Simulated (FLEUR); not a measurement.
# GaN (P6_3mc) in FLEUR: a series of runs, part 2 of 2

FLEUR MaX-R8.1 (later development tree). Earlier steps stand in the parts before.

## 3. Equation of state, RPBE, 10.63 Å³/atom (volume scaled by 0.94)

Changes to inp.xml since step 2:

```diff
@@ -6,3 +6,3 @@
    <calculationSetup>
-      <cutoffs Kmax="5.1" Gmax="15.8" GmaxXC="15.8" numbands="0"/>
+      <cutoffs Kmax="5.27" Gmax="16.3" GmaxXC="16.3" numbands="0"/>
       <scfLoop itmax="60" minDistance="0.00001" maxIterBroyd="15" imix="Anderson" alpha="0.05" precondParam="0.0" spinf="2.0" sdNocoIR="T"/>
@@ -24,3 +24,3 @@
       <xi:include xmlns:xi="http://www.w3.org/2001/XInclude" href="sym.xml"> </xi:include>
-      <bulkLattice scale="1.0">
+      <bulkLattice scale="0.9795861087">
          <bravaisMatrix>
@@ -34,3 +34,3 @@
       <species name="Gallium (Ga)" element="Ga" atomicNumber="31">
-         <mtSphere radius="1.92" gridPoints="635" logIncrement="0.019"/>
+         <mtSphere radius="1.86" gridPoints="635" logIncrement="0.019"/>
          <atomicCutoffs lmax="8" lnonsphr="6"/>
@@ -51,3 +51,3 @@
       <species name="Nitrogen (N)" element="N" atomicNumber="7">
-         <mtSphere radius="1.47" gridPoints="487" logIncrement="0.021"/>
+         <mtSphere radius="1.42" gridPoints="487" logIncrement="0.021"/>
          <atomicCutoffs lmax="8" lnonsphr="6"/>
```

Potentials or basis: all-electron, FLAPW.

The run is started by

```bash
inpgen -f crystal.txt -profile fastHighL
# inp.xml edited to the form shown
fleur_MPI
```

It took 3.2 min on 1 thread of AMD EPYC 9R14 (Zen 4), shared host; peak memory 0.11 GiB.

Results (log left out):

- Free energy: -108799.7748 eV
- Band gap on the k mesh: 2.51 eV, direct
- Valence electrons inside the program's atomic spheres: Ga 18.56; N 3.45 (radii Ga 1.86, N 1.42 bohr)

## 4. Equation of state, RPBE, 10.86 Å³/atom (volume scaled by 0.96)

Changes to inp.xml since step 3:

```diff
@@ -24,3 +24,3 @@
       <xi:include xmlns:xi="http://www.w3.org/2001/XInclude" href="sym.xml"> </xi:include>
-      <bulkLattice scale="0.9795861087">
+      <bulkLattice scale="0.9864848297">
          <bravaisMatrix>
```

The run is started by

```bash
inpgen -f crystal.txt -profile fastHighL
# inp.xml edited to the form shown
fleur_MPI
```

Run time: 3.5 min. Hardware: 1 thread of AMD EPYC 9R14 (Zen 4), shared host; peak memory 0.11 GiB.

It converged, with:

```yaml
Free_energy: -108799.9062 eV
Band_gap_on_the_k_mesh: 2.37 eV, direct
Valence_electrons_inside_the_program's_atomic_spheres: Ga 18.54; N 3.43 (radii Ga 1.86, N 1.42 bohr)
```

## 5. Equation of state, RPBE, 11.31 Å³/atom

Changes to inp.xml since step 4:

```diff
@@ -24,3 +24,3 @@
       <xi:include xmlns:xi="http://www.w3.org/2001/XInclude" href="sym.xml"> </xi:include>
-      <bulkLattice scale="0.9864848297">
+      <bulkLattice scale="1.0000000000">
          <bravaisMatrix>
```

The run is started by

```bash
inpgen -f crystal.txt -profile fastHighL
# inp.xml edited to the form shown
fleur_MPI
```

It took 3.8 min on 1 thread of AMD EPYC 9R14 (Zen 4), shared host; peak memory 0.11 GiB.

It converged, with:

* Free energy: -108800.0850 eV
* Band gap on the k mesh: 2.10 eV, direct
* Valence electrons inside the program's atomic spheres: Ga 18.51; N 3.40 (radii Ga 1.86, N 1.42 bohr)

## 6. Equation of state, RPBE, 11.76 Å³/atom (volume scaled by 1.04)

Changes to inp.xml since step 5:

```diff
@@ -24,3 +24,3 @@
       <xi:include xmlns:xi="http://www.w3.org/2001/XInclude" href="sym.xml"> </xi:include>
-      <bulkLattice scale="1.0000000000">
+      <bulkLattice scale="1.0131594038">
          <bravaisMatrix>
```

Potentials or basis: all-electron, FLAPW.

The run is started by

```bash
inpgen -f crystal.txt -profile fastHighL
# inp.xml edited to the form shown
fleur_MPI
```

Run time: 4.2 min. Hardware: 1 thread of AMD EPYC 9R14 (Zen 4), shared host; peak memory 0.11 GiB.

Results (log left out):

```yaml
Free_energy: -108800.1685 eV
Band_gap_on_the_k_mesh: 1.84 eV, direct
Valence_electrons_inside_the_program's_atomic_spheres: Ga 18.48; N 3.37 (radii Ga 1.86, N 1.42 bohr)
```

## 7. Equation of state, RPBE, 11.99 Å³/atom (volume scaled by 1.06)

Changes to inp.xml since step 6:

```diff
@@ -24,3 +24,3 @@
       <xi:include xmlns:xi="http://www.w3.org/2001/XInclude" href="sym.xml"> </xi:include>
-      <bulkLattice scale="1.0131594038">
+      <bulkLattice scale="1.0196128224">
          <bravaisMatrix>
```

The run is started by

```bash
inpgen -f crystal.txt -profile fastHighL
# inp.xml edited to the form shown
fleur_MPI
```

Wall time 4.3 min (1 thread of AMD EPYC 9R14 (Zen 4), shared host); peak memory 0.11 GiB.

It converged, with:

| Item | Value |
| --- | --- |
| Free energy | -108800.1801 eV |
| Band gap on the k mesh | 1.71 eV, direct |
| Valence electrons inside the program's atomic spheres | Ga 18.47; N 3.36 (radii Ga 1.86, N 1.42 bohr) |

## 8. Equation of state, RPBE

This step only gathers the single runs of the series.

What came out:

| Quantity | Value |
| --- | --- |
| Equilibrium volume | 12.02 Å³/atom (rough: see the caveat) |
| Bulk modulus at fixed shape and positions | 163 GPa (rough) |

Energy against volume, from the lowest point:
| volume (Å³/atom) | energy (meV/atom) |
| --- | --- |
| 10.632 | 101.35 |
| 10.858 | 68.49 |
| 11.310 | 23.80 |
| 11.763 | 2.92 |
| 11.989 | 0.00 |

Caveat: the minimum lies outside the volumes run; the cell was scaled at fixed shape and fractional positions, which overstates the stiffness of a crystal with free parameters, most of all of layers and chains.

## 9. Band structure, RPBE, spin-orbit coupling, no magnetisation

Changes to inp.xml since step 7:

```diff
@@ -6,3 +6,3 @@
    <calculationSetup>
-      <cutoffs Kmax="5.27" Gmax="16.3" GmaxXC="16.3" numbands="0"/>
+      <cutoffs Kmax="5.1" Gmax="15.8" GmaxXC="15.8" numbands="200"/>
       <scfLoop itmax="60" minDistance="0.00001" maxIterBroyd="15" imix="Anderson" alpha="0.05" precondParam="0.0" spinf="2.0" sdNocoIR="T"/>
@@ -11,3 +11,3 @@
       <magnetism jspins="1"/>
-      <soc l_soc="F" theta="0.0" phi="0.0" spav="F"/>
+      <soc l_soc="T" theta="0.0" phi="0.0" spav="F"/>
       <expertModes spex="0" secvar="F"/>
@@ -24,3 +24,3 @@
       <xi:include xmlns:xi="http://www.w3.org/2001/XInclude" href="sym.xml"> </xi:include>
-      <bulkLattice scale="1.0196128224">
+      <bulkLattice scale="1.0">
          <bravaisMatrix>
@@ -34,3 +34,3 @@
       <species name="Gallium (Ga)" element="Ga" atomicNumber="31">
-         <mtSphere radius="1.86" gridPoints="635" logIncrement="0.019"/>
+         <mtSphere radius="1.92" gridPoints="635" logIncrement="0.019"/>
          <atomicCutoffs lmax="8" lnonsphr="6"/>
@@ -51,3 +51,3 @@
       <species name="Nitrogen (N)" element="N" atomicNumber="7">
-         <mtSphere radius="1.42" gridPoints="487" logIncrement="0.021"/>
+         <mtSphere radius="1.47" gridPoints="487" logIncrement="0.021"/>
          <atomicCutoffs lmax="8" lnonsphr="6"/>
```

crystal.txt

```
GaN
&input cartesian=F /
3.1800000000  0.0000000000  0.0000000000
-1.5900000000  2.7539607840  0.0000000000
0.0000000000  0.0000000000  5.1660000000
1.8897261246
1.0 1.0 1.0

4
31 0.6666666667  0.3333333333  0.5000000000
31 0.3333333333  0.6666666667  0.0000000000
7 0.6666666667  0.3333333333  0.8750000000
7 0.3333333333  0.6666666667  0.3750000000

&soc 0.0 0.0 /
&kpt div1=8 div2=8 div3=4 gamma=T /
```

Changes to inp.xml (bands) since step 2:

```diff
@@ -6,3 +6,3 @@
    <calculationSetup>
-      <cutoffs Kmax="5.1" Gmax="15.8" GmaxXC="15.8" numbands="0"/>
+      <cutoffs Kmax="5.1" Gmax="15.8" GmaxXC="15.8" numbands="200"/>
       <scfLoop itmax="60" minDistance="0.00001" maxIterBroyd="15" imix="Anderson" alpha="0.05" precondParam="0.0" spinf="2.0" sdNocoIR="T"/>
@@ -11,3 +11,3 @@
       <magnetism jspins="1"/>
-      <soc l_soc="F" theta="0.0" phi="0.0" spav="F"/>
+      <soc l_soc="T" theta="0.0" phi="0.0" spav="F"/>
       <expertModes spex="0" secvar="F"/>
```

Potentials or basis: all-electron, FLAPW.

The run is started by

```bash
inpgen -f crystal.txt -profile fastHighL
# inp.xml edited to the form shown
fleur_MPI
fleur_MPI   # second run, on inp.xml (bands)
```

Run time: 14 min. Hardware: 1 thread of AMD EPYC 9R14 (Zen 4), shared host; peak memory 0.35 GiB.

The run converged. Its results:

```
Free energy                                           : -108800.1878 eV
Band gap on the k mesh                                : 2.10 eV, direct
Band gap along the path                               : 2.10 eV, direct
Valence electrons inside the program's atomic spheres : Ga 18.67; N 3.58 (radii Ga 1.92, N 1.47 bohr)
```

Levels at the corners of the path, in eV from the valence-band top:
```tsv
point	band 48	band 49	band 50	band 51	band 52	band 53	band 54	band 55	band 56	band 57
Γ	-0.06	0.00	0.00	0.00	0.00	2.10	2.10	4.50	4.50	9.50
M	-2.76	-2.22	-2.22	-0.98	-0.98	5.32	5.32	5.77	5.77	6.30
K	-3.00	-3.00	-2.97	-2.68	-2.68	5.38	5.38	8.07	8.07	8.08
Γ	-0.06	0.00	0.00	0.00	0.00	2.10	2.10	4.50	4.50	9.50
A	-0.55	-0.53	-0.53	-0.53	-0.53	4.45	4.45	4.45	4.45	8.77
L	-1.95	-1.90	-1.90	-1.90	-1.90	4.63	4.63	4.63	4.63	8.06
H	-4.13	-1.50	-1.50	-1.49	-1.49	6.66	6.66	6.69	6.69	7.54
A	-0.55	-0.53	-0.53	-0.53	-0.53	4.45	4.45	4.45	4.45	8.77
L	-1.95	-1.90	-1.90	-1.90	-1.90	4.63	4.63	4.63	4.63	8.06
M	-2.76	-2.22	-2.22	-0.98	-0.98	5.32	5.32	5.77	5.77	6.30
K	-3.00	-3.00	-2.97	-2.68	-2.68	5.38	5.38	8.07	8.07	8.08
H	-4.13	-1.50	-1.50	-1.49	-1.49	6.66	6.66	6.69	6.69	7.54
```

Core levels (eV from the Fermi level):
| atom | levels |
| --- | --- |
| 1 Ga | 1s1/2 -10221.8, 2s1/2 -1255.4, 2p1/2 -1109.9, 2p3/2 -1082.3 |
| 2 Ga | 1s1/2 -10221.8, 2s1/2 -1255.4, 2p1/2 -1109.9, 2p3/2 -1082.3 |
| 3 N | 1s1/2 -375.0 |
| 4 N | 1s1/2 -375.0 |

Caveat: spin-orbit coupling is added in second variation on a limited number of bands.

## 10. Summary

```tsv
task	spin	k mesh	gmax	muffin-tin radii	max iterations	mixing factor	mixer	kmax	gap on the mesh (eV)
band structure	off	10 × 10 × 5	15.8 1/bohr	Ga 1.92, N 1.47 bohr	60	0.05	Anderson	5.1 1/bohr	2.10
equation of state	off	10 × 10 × 5	16.3 1/bohr	Ga 1.86, N 1.42 bohr	-	-	-	5.27 1/bohr	-
band structure	SOC, no magnetisation	8 × 8 × 4	15.8 1/bohr	Ga 1.92, N 1.47 bohr	60	0.05	Anderson	5.1 1/bohr	2.10
```

Alike in all rows: level RPBE; potentials or basis all-electron, FLAPW; cell as given; smearing fermi-dirac 0.05 eV.

Caveats: the minimum lies outside the volumes run (some runs); the cell was scaled at fixed shape and fractional positions, which overstates the stiffness of a crystal with free parameters, most of all of layers and chains (some runs); spin-orbit coupling is added in second variation on a limited number of bands (some runs).

Compare energies only between runs with the same functional and basis.

## 11. How close it comes

Step 2. A measured gap of GaN is 3.503 eV (direct; quoted in “Studying electronic properties in GaN without electrical contacts using γ-γ vs e−-γ Perturbed Angular Correlations”, 2019, pmc:6823545); the calculated 2.10 eV misses it by -1.40 eV. Spin-orbit coupling on Ga is left out. The value is that of RPBE, without temperature or zero-point motion. Semilocal functionals fall short of measured gaps as a rule.

Step 9. Measured gap of GaN: 3.503 eV (direct; quoted in “Studying electronic properties in GaN without electrical contacts using γ-γ vs e−-γ Perturbed Angular Correlations”, 2019, pmc:6823545). This calculation gives 2.10 eV (-1.40 eV). The value is that of RPBE, without temperature or zero-point motion. Semilocal functionals fall short of measured gaps as a rule.
